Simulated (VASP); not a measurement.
Wanted: the native input for a VASP 6.6.1 run.

| Property | Result |
| --- | --- |
| Task | band structure |
| Functional | r2SCAN |
| Potentials or basis | VASP PAW PBE potentials, release 64 (Si) |
| Cutoff | 520 eV |
| k mesh | 9 × 9 × 1 |
| Occupations | gaussian, width 0.03 eV |
| Spin | no spin polarisation |
| Dipole correction | yes |
| Further INCAR settings | ALGO = All; EDIFF = 1e-06; NBANDS = 11 |

The structure of Si lies in POSCAR:

```
Si                                      
1.0
    3.8476358906     -0.0000000001      0.0000000000
   -1.9238179505      3.3321504288      0.0000000000
    0.0000000000      0.0000000000     18.4440000000
  Si            
     2
Direct
     0.3333333300000021    0.6666666699999979    0.5127417450485645
     0.6666666699999979    0.3333333300000021    0.4872582549514355
```

The cell was built by a generator and needn't be a form met in nature.

The input as run:

INCAR

```
SYSTEM = Si
ALGO = All ; AMIN = 0.01
DIPOL = 0.5 0.5 0.500 ; EDIFF = 1E-6
ENCUT = 520 ; IDIPOL = 3
ISIF = 2 ; ISMEAR = 0
LASPH = .True. ; LCHARG = .False.
LDIPOL = .True. ; LMIXTAU = .True.
LREAL = .False. ; LVACPOTAV = .True.
LVHAR = .True. ; LWAVE = .False.
METAGGA = R2SCAN ; NBANDS = 11
NELM = 120 ; PREC = Accurate
SIGMA = 0.03
```

KPOINTS

```
k-points
0
Gamma
  9 9 1
  0 0 0
```

KPOINTS_OPT

```
explicit points
67
Reciprocal
 0.0000000000  0.0000000000  0.0000000000 1
 0.0357142900  0.0000000000  0.0000000000 1
 0.0714285700  0.0000000000  0.0000000000 1
 0.1071428600  0.0000000000  0.0000000000 1
 0.1428571400  0.0000000000  0.0000000000 1
 0.1785714300  0.0000000000  0.0000000000 1
 0.2142857100  0.0000000000  0.0000000000 1
 0.2500000000  0.0000000000  0.0000000000 1
 0.2857142900  0.0000000000  0.0000000000 1
 0.3214285700  0.0000000000  0.0000000000 1
 0.3571428600  0.0000000000  0.0000000000 1
 0.3928571400  0.0000000000  0.0000000000 1
 0.4285714300  0.0000000000  0.0000000000 1
 0.4642857100  0.0000000000  0.0000000000 1
 0.5000000000  0.0000000000  0.0000000000 1
 0.4791666700  0.0416666700  0.0000000000 1
 0.4583333300  0.0833333300  0.0000000000 1
 0.4375000000  0.1250000000  0.0000000000 1
 0.4166666700  0.1666666700  0.0000000000 1
 0.3958333300  0.2083333300  0.0000000000 1
 0.3750000000  0.2500000000  0.0000000000 1
 0.3541666700  0.2916666700  0.0000000000 1
 0.3333333300  0.3333333300  0.0000000000 1
 0.3137254900  0.3137254900  0.0000000000 1
 0.2941176500  0.2941176500  0.0000000000 1
 0.2745098000  0.2745098000  0.0000000000 1
 0.2549019600  0.2549019600  0.0000000000 1
 0.2352941200  0.2352941200  0.0000000000 1
 0.2156862700  0.2156862700  0.0000000000 1
 0.1960784300  0.1960784300  0.0000000000 1
 0.1764705900  0.1764705900  0.0000000000 1
 0.1568627500  0.1568627500  0.0000000000 1
 0.1372549000  0.1372549000  0.0000000000 1
 0.1176470600  0.1176470600  0.0000000000 1
 0.0980392200  0.0980392200  0.0000000000 1
 0.0784313700  0.0784313700  0.0000000000 1
 0.0588235300  0.0588235300  0.0000000000 1
 0.0392156900  0.0392156900  0.0000000000 1
 0.0196078400  0.0196078400  0.0000000000 1
 0.0000000000  0.0000000000  0.0000000000 1
 0.0000000000  0.0000000000  0.0000000000 1
 0.0071953300 -0.0035976600  0.0000000000 1
-0.0071953300  0.0035976600  0.0000000000 1
 0.0209863700 -0.0104931900  0.0000000000 1
-0.0209863700  0.0104931900  0.0000000000 1
 0.0000000000  0.0062313400  0.0000000000 1
 0.0000000000 -0.0062313400  0.0000000000 1
 0.0000000000  0.0181747300  0.0000000000 1
 0.0000000000 -0.0181747300  0.0000000000 1
 0.5000000000  0.0000000000  0.0000000000 1
 0.5071953300 -0.0035976600  0.0000000000 1
 0.4928046700  0.0035976600  0.0000000000 1
 0.5209863700 -0.0104931900  0.0000000000 1
 0.4790136300  0.0104931900  0.0000000000 1
 0.5000000000  0.0062313400  0.0000000000 1
 0.5000000000 -0.0062313400  0.0000000000 1
 0.5000000000  0.0181747300  0.0000000000 1
 0.5000000000 -0.0181747300  0.0000000000 1
 0.3333333300  0.3333333300  0.0000000000 1
 0.3405286600  0.3297356700  0.0000000000 1
 0.3261380000  0.3369309900  0.0000000000 1
 0.3543197000  0.3228401400  0.0000000000 1
 0.3123469600  0.3438265200  0.0000000000 1
 0.3333333300  0.3395646700  0.0000000000 1
 0.3333333300  0.3271019900  0.0000000000 1
 0.3333333300  0.3515080600  0.0000000000 1
 0.3333333300  0.3151586000  0.0000000000 1
```

Potentials or basis: VASP PAW PBE potentials, release 64 (Si).

Launch:

```bash
$ cat potpaw_PBE.64/Si/POTCAR > POTCAR
$ mpirun -np 1 vasp_std > vasp.out
```

It gave:

```json
{
 "Largest force": "0.171 eV/Å",
 "Band gap along the path": "none (metal or under the smearing width)",
 "Work function of the upper face": "4.69 eV",
 "Work function of the lower face": "4.69 eV"
}
```

Caveat: the PAW data sets were made with another functional, which shifts forces and pressure a little.

Run time: 5.4 min on 1 thread of AMD EPYC 9R45 96-Core Processor (Zen 5), on a shared host, peak memory 0.34 GiB.
